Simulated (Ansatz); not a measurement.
# 5-layer 2H-WS2 (2H stacking) in a perpendicular field

Wanted: the out-of-plane response of the 5-layer 2H-WS2 (2H stacking). A positive field points along +c.

Main program and level: Ansatz 0.2.0; plane-wave DFT, PBE-D3(BJ), Ansatz PAW.

Most raw output is cut from this account.

## Step 1: The starting structure

The cell holds 15 atoms: 10 S and 5 W. Its edges and angles: a = 3.180 Å, b = 3.180 Å, c = 89.778 Å, α = 90.0°, β = 90.0°, γ = 120.0°. Regions: layer 1: 2H-WS2, 3 atoms (2 S and 1 W); layer 2: 2H-WS2, 3 atoms (2 S and 1 W); layer 3: 2H-WS2, 3 atoms (2 S and 1 W); layer 4: 2H-WS2, 3 atoms (2 S and 1 W); layer 5: 2H-WS2, 3 atoms (2 S and 1 W). Vacuum lies along c.

As a file:

```cif
data_structure
_symmetry_space_group_name_H-M 'P 1'
_symmetry_Int_Tables_number 1
_cell_length_a 3.1800
_cell_length_b 3.1800
_cell_length_c 89.7781
_cell_angle_alpha 90.000
_cell_angle_beta 90.000
_cell_angle_gamma 120.000
_cell_volume 786.24
loop_
_atom_site_label
_atom_site_type_symbol
_atom_site_fract_x
_atom_site_fract_y
_atom_site_fract_z
_atom_site_occupancy
S1 S 0.33333 0.66667 0.33638 1
W2 W 0.00000 0.00000 0.35574 1
S3 S 0.33333 0.66667 0.37510 1
S4 S 0.00000 0.00000 0.40851 1
W5 W 0.33333 0.66667 0.42787 1
S6 S 0.00000 0.00000 0.44723 1
S7 S 0.33333 0.66667 0.48064 1
W8 W 0.00000 0.00000 0.50000 1
S9 S 0.33333 0.66667 0.51936 1
S10 S 0.00000 0.00000 0.55277 1
W11 W 0.33333 0.66667 0.57213 1
S12 S 0.00000 0.00000 0.59149 1
S13 S 0.33333 0.66667 0.62490 1
W14 W 0.00000 0.00000 0.64426 1
S15 S 0.33333 0.66667 0.66362 1
```

## Step 2: Relaxation

The starting cell is a guess, so the in-plane lattice and the atoms are relaxed first, with the slab cut off from its images along the normal.

input.yaml

```yaml
crystal:
  lattice:
    - [3.18, 0.0, 0.0]
    - [-1.59, 2.753960784, 0.0]
    - [0.0, 0.0, 89.7781011657]
  atoms:
    - { symbol: S, position: [0.3333333333, 0.6666666667, 0.3363849269] }
    - { symbol: W, position: [0.0, 0.0, 0.3557416531] }
    - { symbol: S, position: [0.3333333333, 0.6666666667, 0.3750983792] }
    - { symbol: S, position: [0.0, 0.0, 0.4085141004] }
    - { symbol: W, position: [0.3333333333, 0.6666666667, 0.4278708265] }
    - { symbol: S, position: [0.0, 0.0, 0.4472275527] }
    - { symbol: S, position: [0.3333333333, 0.6666666667, 0.4806432739] }
    - { symbol: W, position: [0.0, 0.0, 0.5] }
    - { symbol: S, position: [0.3333333333, 0.6666666667, 0.5193567261] }
    - { symbol: S, position: [0.0, 0.0, 0.5527724473] }
    - { symbol: W, position: [0.3333333333, 0.6666666667, 0.5721291735] }
    - { symbol: S, position: [0.0, 0.0, 0.5914858996] }
    - { symbol: S, position: [0.3333333333, 0.6666666667, 0.6249016208] }
    - { symbol: W, position: [0.0, 0.0, 0.6442583469] }
    - { symbol: S, position: [0.3333333333, 0.6666666667, 0.6636150731] }
  periodic: [true, true, false]
kpoints:
  mp_grid: { grid: [12, 12, 1] }
hamiltonian:
  xc: pbe
  dispersion: d3bj
scf:
  occupations: { method: fermi_dirac, width: 0.05 }
  convergence: { dr2_threshold: 1.0e-09 }
relax:
  f_tol: 0.004
  max_steps: 90
  cell: {}
output:
  write_potential: true
  write_density: true
  volumetric_format: npy
```

On the command line:

```bash
$ ansatz run input.yaml --threads 4 --pin off --max-ram 8192MiB --backend cpu --events-out ev --progress --plain --runs-dir out
```

The job ended after 9.9 min (4 threads of Arm Neoverse V1, shared host; peak memory 2 GiB; 39 min of CPU time).

Relaxation path:

```csv
step,energy less that of the first step (eV),largest force component (eV/Å),volume (Å³)
1,0.0000,2.6844,786.24
2,-2.3203,0.7182,773.51
3,-2.4601,0.1798,772.18
4,-2.4987,0.0702,772.87
5,-2.5333,0.0708,773.36
6,-2.5504,0.0300,773.23
7,-2.5516,0.0294,774.33
8,-2.5537,0.0060,774.11
9,-2.5538,0.0006,773.89
10,-2.5538,0.0005,774.03
11*,-2.5530,0.0004,774.03
```

Relaxation steps marked * repeat the geometry before them on a plane-wave basis chosen anew for their cell, so energy and pressure can jump there.

Forces are held to the 12 operations that the run works with; a distortion that breaks them can't arise in this run.

```csv
cell as run,before,after,change
a (Å),3.180,3.155,-0.8 %
b (Å),3.180,3.155,-0.8 %
```

The atoms that moved most (Å, along periodic axes as changes of fractional coordinates times the final cell, across vacuum about the mean position):

```csv
atom,dx,dy,dz,length
S15,0.000,0.000,-0.962,0.962
S1,0.000,0.000,0.962,0.962
W14,0.000,0.000,-0.801,0.801
W2,0.000,0.000,0.801,0.801
S13,0.000,0.000,-0.638,0.638
S3,0.000,0.000,0.638,0.638
S12,0.000,0.000,-0.567,0.567
S4,0.000,0.000,0.567,0.567
```

The relaxed structure:

```cif
data_structure
_symmetry_space_group_name_H-M 'P 1'
_symmetry_Int_Tables_number 1
_cell_length_a 3.1552
_cell_length_b 3.1552
_cell_length_c 89.7781
_cell_angle_alpha 90.000
_cell_angle_beta 90.000
_cell_angle_gamma 120.000
_cell_volume 774.02
loop_
_atom_site_label
_atom_site_type_symbol
_atom_site_fract_x
_atom_site_fract_y
_atom_site_fract_z
_atom_site_occupancy
S1 S 0.33333 0.66667 0.34710 1
W2 W 0.00000 0.00000 0.36466 1
S3 S 0.33333 0.66667 0.38221 1
S4 S 0.00000 0.00000 0.41483 1
W5 W 0.33333 0.66667 0.43237 1
S6 S 0.00000 0.00000 0.44990 1
S7 S 0.33333 0.66667 0.48246 1
W8 W 0.00000 0.00000 0.50000 1
S9 S 0.33333 0.66667 0.51754 1
S10 S 0.00000 0.00000 0.55010 1
W11 W 0.33333 0.66667 0.56763 1
S12 S 0.00000 0.00000 0.58517 1
S13 S 0.33333 0.66667 0.61779 1
W14 W 0.00000 0.00000 0.63534 1
S15 S 0.33333 0.66667 0.65290 1
```

The lattice constant a goes from 3.180 to 3.155 Å.

## Step 3: Single point, field 0, start network

A sawtooth potential applies the field, turning back in the middle of the vacuum. With the dipole correction the typed value is the field outside the slab. The induced dipole is small, so the SCF threshold is tight.

The cell differs from the one that the last finished run ended in (c 89.778 → 45.455 Å).

input.yaml

```yaml
crystal:
  lattice:
    - [3.1552005062, 0.0, 0.0]
    - [-1.5776002531, 2.7324837924, 0.0]
    - [0.0, 0.0, 45.4545830872]
  atoms:
    - { symbol: S, position: [0.3333333333, 0.6666666667, 0.1979998361] }
    - { symbol: W, position: [0.0, 0.0, 0.2326948848] }
    - { symbol: S, position: [0.3333333333, 0.6666666667, 0.2673478177] }
    - { symbol: S, position: [0.0, 0.0, 0.3317770894] }
    - { symbol: W, position: [0.3333333333, 0.6666666667, 0.3664152594] }
    - { symbol: S, position: [0.0, 0.0, 0.4010520711] }
    - { symbol: S, position: [0.3333333333, 0.6666666667, 0.4653639263] }
    - { symbol: W, position: [0.0, 0.0, 0.5] }
    - { symbol: S, position: [0.3333333333, 0.6666666667, 0.5346360737] }
    - { symbol: S, position: [0.0, 0.0, 0.5989479289] }
    - { symbol: W, position: [0.3333333333, 0.6666666667, 0.6335847406] }
    - { symbol: S, position: [0.0, 0.0, 0.6682229106] }
    - { symbol: S, position: [0.3333333333, 0.6666666667, 0.7326521823] }
    - { symbol: W, position: [0.0, 0.0, 0.7673051152] }
    - { symbol: S, position: [0.3333333333, 0.6666666667, 0.8020001639] }
kpoints:
  mp_grid: { grid: [18, 18, 1] }
  band_path:
    path: [[0, 0, 0], [0.5, 0, 0], [0.33333333, 0.33333333, 0], [0, 0, 0]]
    npoints: 16
hamiltonian:
  xc: pbe
  dispersion: d3bj
scf:
  occupations: { method: fermi_dirac, width: 0.02585 }
  convergence: { dr2_threshold: 1.0e-10 }
efield:
  axis: 3
  dipole_correction: true
  ramp_position: 0.97
  ramp_width: 0.06
  amplitude: 0
output:
  dos: { projected: true, e_range: [-6, 5] }
  write_potential: true
  write_density: true
  volumetric_format: npy
  elf: true
```

Wall time 85 s (4 threads); peak memory 1.8 GiB.

This step gave:

| Property | Result |
| --- | --- |
| gap on the k-mesh | 0.9931 eV |
| dipole along the normal | 1.02e-6 e·Å |
| gap along the path | 0.9931 eV |
| smallest direct gap along the path | 1.841 eV |
| ionisation energy, upper face | 5.060 eV |
| electron affinity, upper face | 4.067 eV |
| gap, the smaller of path and mesh | 0.9931 eV |

Running mean over a fixed 2.7 Å (it still follows the layers) of the planar mean; the ramp of the sawtooth is left out. The electron's electrostatic potential energy less the Fermi level by z:

```csv
z (Å),electron's electrostatic potential energy less the Fermi level (eV)
4,4.59
5,4.59
6,4.55
7,3.79
8,-0.715
9,-6.36
10,-12.1
11,-12.1
12,-7.65
13,-2.10
14,-1.59
15,-5.83
16,-12.0
17,-12.1
18,-8.29
19,-2.34
20,-1.50
21,-5.30
22,-11.9
23,-12.1
24,-8.87
25,-2.56
26,-1.43
27,-4.81
28,-11.7
29,-12.0
30,-9.42
31,-2.81
32,-1.36
33,-4.33
34,-11.4
35,-12.0
36,-9.96
37,-2.87
38,2.04
39,4.45
40,4.58
41,4.59
```

The density of states has structure finer than the step of the table below, so its rows give means over 0.2 eV, whole bins alone (the curve runs from -6 to 1.58 eV). Peaks (eV: height): -5.53: 28.2, -5.34: 20.6, -5.23: 20.8, -4.51: 29.6, -3.46: 18.3, -3.33: 24.7, -2.00: 23.5.

Table of density of states by energy, zero at the Fermi level of the run, which the smearing sets inside the gap; means over each step:

```csv
energy (eV),density of states (states/eV a cell)
-5.8,9.49
-5.6,16.1
-5.4,13.5
-5.2,11.1
-5.0,7.89
-4.8,9.21
-4.6,15.9
-4.4,17.2
-4.2,9.78
-4.0,7.53
-3.8,8.65
-3.6,9.89
-3.4,19.3
-3.2,19.7
-3.0,12.8
-2.8,13.1
-2.6,11.8
-2.4,5.42
-2.2,7.50
-2.0,16.9
-1.8,10.8
-1.6,8.37
-1.4,4.66
-1.2,2.80
-1.0,0.973
-0.8,0.579
-0.6,0.318
-0.4,0.00918
-0.2,0
0.0,0
0.2,0
0.4,0
0.6,1.09
0.8,3.46
1.0,7.27
1.2,9.51
1.4,14.2
```

Projected DOS per atom over height of the atomic layer and energy from the Fermi level. Layers: S W S S W S S W S S W S S W S from below.

Ten even steps from '0' (0.00 states/eV) to '9' (1.73 states/eV), each cell a mean:
```
392292292292293
151151151151151
010010010010010
000000000000000
000000000000000
000000000000000
000000000000000
000000010000000
030030030030030
171171171171171
292392393293292
313212212212313
625626626626526
746646636646647
656656656656656
232242242242232
333333333333333
666666666666666
433333333333334
333444444444333
666544545445666
323333333333323
```
Columns: height of the atomic layer (Å) from 9 to 36.5 (not evenly spaced); rows upwards: energy from the Fermi level (eV) from -5.96 to 1.51.

The electronic bands at the labelled points (eV, zero at the Fermi level of the run, which the smearing sets inside the gap):

```csv
point,band 62,band 63,band 64,band 65,band 66,band 67,band 68,band 69
Γ,-1.18,-0.84,-0.61,-0.47,1.81,1.81,1.81,1.81
halfway,-2.04,-1.99,-1.97,-1.96,0.91,1.05,1.26,1.35
M,-2.13,-2.07,-2.03,-2.00,1.84,1.85,1.86,1.88
halfway,-1.62,-1.54,-1.48,-1.44,1.47,1.50,1.53,1.56
K,-1.18,-1.12,-1.06,-1.02,0.82,0.82,0.82,0.84
halfway,-2.00,-1.99,-1.98,-1.98,0.52,0.68,0.89,1.11
Γ,-1.18,-0.84,-0.61,-0.47,1.81,1.81,1.81,1.81
```

Electrostatic potential energy in the ca plane at fractional y = 0.667, with atoms of S and W within 0.2 Å of it. With pseudopotentials it is smooth inside the atoms' cores, unlike the true potential.

Values in eV, 5 rows by 16 columns, each cell a mean:
```
 11  11  11  11  11  11  10   7  -6  -6   7  10   8  -1   4   4
 11  11  11  11  11  11   9   1  -1  -1   1   8   9   3  -3  -3
 11  11  11  11  11  11  -1 -26  -1  -1 -27  -1  10   6 -26 -28
 11  11  11  11  11  11  -4 -29  -3  -3 -29  -4  10   6 -30 -31
 11  11  11  11  11  11   6  -8   0   0  -8   6   9   5 -11 -13
```
Columns run along c (16.0 Å, from fractional 0.04 to 0.39 of the cell; values clipped at the 3rd and 97th percentile), rows up along a (3.2 Å). Atoms in or near the plane, at fractional coordinates: S at (0.20, 0.33), S at (0.27, 0.33), W at (0.37, 0.33).

Valence density in the ca plane at fractional y = 0.667, with atoms of S and W within 0.2 Å of it. It is the smooth field of the valence electrons, not physical close to the nuclei.

Ten steps, logarithmic in the rise over the least value, from '0' (0.0 e/Å³) to '9' (5.0 e/Å³), each cell a mean:
```
00000000000000000123334566443321113455544444
00000000000000000112334566443321113455544444
00000000000000001234554455455542112344445554
00000000000000001356665444566664211234468985
00000000000000002466566544565565311123589997
00000000000000002466466534565565311123589997
00000000000000001356666444566664211234579986
00000000000000001235555455455543112344456654
```
Columns run along c (16.0 Å, from fractional 0.04 to 0.39 of the cell), rows up along a (3.2 Å). Atoms in or near the plane, at fractional coordinates: S at (0.20, 0.33), S at (0.27, 0.33), W at (0.37, 0.33).

ELF in the ca plane at fractional y = 0.667, with atoms of S and W within 0.2 Å of it. It is the smooth field of the valence electrons, not physical close to the nuclei.

Ten even steps from '0' (0.00) to '9' (0.94), each cell a mean:
```
00000000000000000012332233123320015787743235
00000000000000000012221233122210026887753336
00000000000000013567774222367774103677532224
00000000000000147998887422688898400244336752
00000000000001368996147523662399710012265365
00000000000001369996147523661289710012265265
00000000000000257998787423687799400234246763
00000000000000013678875222468875103566522323
```
Columns run along c (16.0 Å, from fractional 0.04 to 0.39 of the cell), rows up along a (3.2 Å). Atoms in or near the plane, at fractional coordinates: S at (0.20, 0.33), S at (0.27, 0.33), W at (0.37, 0.33).

The gap is 0.99 eV, with the valence edge 5.06 eV and the conduction edge 4.07 eV under the upper vacuum level. Spin-orbit coupling, left out in this run, matters for the bands of elements this heavy.

## Step 4: Atoms held, field 0.1 V/Å

Edit input.yaml of step 3 so:

```diff
@@ -37,5 +37,4 @@
   ramp_width: 0.06
-  amplitude: 0
+  amplitude: 0.1
 output:
-  dos: { projected: true, e_range: [-6, 5] }
   write_potential: true
@@ -43,2 +42 @@
   volumetric_format: npy
-  elf: true
```

Wall time 89 s (4 threads); peak memory 1.7 GiB.

The dipole is 0.123 e·Å, and the gap 0.892 eV.

## Step 5: Single point, field -0.1 V/Å

Edit input.yaml of step 4 so:

```diff
@@ -37,3 +37,3 @@
   ramp_width: 0.06
-  amplitude: 0.1
+  amplitude: -0.1
 output:
```

It took 89 s on 4 threads; peak memory 1.7 GiB.

The dipole is -0.123 e·Å, and the gap 0.892 eV.

## Step 6: Single point, field 0.2 V/Å

Edit input.yaml of step 5 so:

```diff
@@ -37,3 +37,3 @@
   ramp_width: 0.06
-  amplitude: -0.1
+  amplitude: 0.2
 output:
```

Run time: 88 s. Hardware: 4 threads; peak memory 1.8 GiB; 5.8 min of CPU time.

The dipole is 0.245 e·Å, and the gap 0.674 eV.

## Step 7: Atoms held, field 0.3 V/Å

Edit input.yaml of step 6 so:

```diff
@@ -37,3 +37,3 @@
   ramp_width: 0.06
-  amplitude: 0.2
+  amplitude: 0.3
 output:
```

It took 89 s on 4 threads; peak memory 1.7 GiB; 5.9 min of CPU time.

The dipole is 0.368 e·Å, and the gap 0.407 eV.

## Step 8: Response, atoms held

This step: plane-wave DFT, PBE-D3(BJ), Ansatz PAW; response to a field along the normal, atoms held (Ansatz 0.2.0).

The dipoles give the slope, and the difference of two potentials shows where the field is screened.

Numbers from this step:

```
equivalent conductor thickness p/(ε₀AE) : 25.74 Å
distance between the outer atoms        : 27.45 Å
```

Dipole of the cell against applied field:

```csv
applied field (V/Å),dipole of the cell (e·Å)
-0.100,-0.123
0.000,1.0e-6
0.100,0.123
0.200,0.245
0.300,0.368
```

Local field over the applied field, running mean. From the potentials at -0.1 and 0.1 V/Å; running mean over 2.8 Å. Local field over applied field against z:

```csv
z (Å),local field over applied field
5,0.996
6,0.965
7,0.802
8,0.494
9,0.196
10,0.0599
11,0.0498
12,0.130
13,0.254
14,0.269
15,0.162
16,0.0580
17,0.0454
18,0.119
19,0.247
20,0.271
21,0.172
22,0.0618
23,0.0427
24,0.110
25,0.240
26,0.272
27,0.182
28,0.0663
29,0.0411
30,0.102
31,0.234
32,0.276
33,0.193
34,0.0738
35,0.0432
36,0.110
37,0.346
38,0.670
39,0.917
40,0.989
```

The induced electron density oscillates, so the rows of the table below give means over windows of 2.98 Å about each position, cut where the curve ends. Its maxima inside the range that stand out by 2 % of the span (Å: e/Å³ per V/Å): 8.1: 0.00362, 9.1: 0.00107, 11.2: 4.3e-4, 14.2: 0.00225, 17.3: 4.2e-4, 20.3: 0.00226, 23.4: 4.1e-4, 26.4: 0.00226, 29.4: 4.2e-4, 32.5: 0.00226, 35.5: 5.7e-4, 36.6: -9.2e-4. Its minima: 8.8: 9.2e-4, 9.9: -5.7e-4, 12.9: -0.00226, 16.1: -4.2e-4, 19.0: -0.00226, 22.0: -4.1e-4, 25.1: -0.00226, 28.1: -4.2e-4, 31.2: -0.00225, 34.2: -4.3e-4, 36.4: -0.00107, 37.5: -0.00360.

Electrons, planar mean, per unit field. Table of induced electron density by z; means over each step:

```csv
z (Å),induced electron density (e/Å³ per V/Å)
5.61,2.0e-4
8.59,0.00155
11.57,-5.2e-4
14.55,5.5e-4
17.53,-4.6e-4
20.51,4.8e-4
23.49,-3.9e-4
26.47,4.0e-4
29.45,-3.3e-4
32.43,3.4e-4
35.41,-3.2e-4
38.39,-0.00149
```

The smaller of the gaps on the path and on the k-mesh, counted as 0 under 0.03 eV. The gap by applied field:

```csv
applied field (V/Å),gap (eV)
-0.100,0.892
0.000,0.993
0.100,0.892
0.200,0.674
0.300,0.407
```

By hand: between -0.1 and 0.1 V/Å the dipole changes by 0.2453 e·Å, a slope of 1.227 e·Å²/V. A perfect conductor of thickness t has p = ε₀AEt, so t = 180.95 × 1.227 / 8.622 = 25.74 Å (e/ε₀ = 180.95 V·Å, A in Å²).

The induced dipole is that of a conductor 25.74 Å thick.

## Step 9: Results

| Quantity | Value |
| --- | --- |
| gap without field | 0.993 eV |
| ionisation energy, upper face | 5.06 eV |
| electron affinity, upper face | 4.07 eV |
| equivalent conductor thickness, atoms held | 25.7 Å |

The induced dipole equals that of a perfect conductor 25.74 Å thick, while the outer atoms lie 27.45 Å apart; an out-of-plane ε follows only once a thickness t is chosen, by 1 − 1/ε = 25.74 Å / t. The gap goes from 0.99 eV to 0.41 eV at 0.3 V/Å. With the field reversed the gap is 0.89 eV at -0.1 V/Å. Semilocal functionals give gaps that are too small, and excitons are not included. Spin-orbit coupling is left out, which matters for the bands of elements this heavy.

[Logs are printed without paths, hosts, clocks, repeated set-up lines and the standing remarks that a program may print on its own settings, such as how far it seeks lower states.]

[Hosts, paths, dates, database ids (printed as entryN), source tags and the programs' standing remarks are cut or masked in the printed files.]

[Maps of the electrostatic potential energy from Ansatz leave out the sawtooth potential of an applied field or a dipole correction, so their vacuum need not be flat; planar profiles and work functions include it.]

[The density of states shown here was stored with 400 of the rows of the run's finer table, so its peaks can read low, often by over a quarter, or be missed, and its means over a window can be off by a tenth or more.]
